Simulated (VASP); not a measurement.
Crystal: CuI (Marshite).

```
Cu I
1.0
     0.00000    2.97300    2.97300
     2.97300    0.00000    2.97300
     2.97300    2.97300    0.00000
Cu I
1 1
Direct
  0.25000 0.25000 0.25000
  0.00000 0.00000 0.00000
```

Base run:

* Program: VASP 6.6.1
* Functional: PBE0
* Potentials or basis: VASP PAW PBE potentials, release 64 (Cu, I)
* Cutoff: 520 eV
* k mesh: 6 × 6 × 6
* Occupations: gaussian, width 0.03 eV
* Spin: no spin polarisation

Its results: band gap on the k mesh 3.37 eV, direct; pressure 3.0 GPa.

Task: The run is repeated on the same cell with these changes: functional from PBE0 to HSE06. What comes out?

Result: Band gap on the k mesh 2.72 eV, direct; pressure 3.2 GPa.

Caveats: the PAW data sets were made with another functional, which shifts forces and pressure a little; spin-orbit coupling is left out, which moves the levels of the heavy elements.
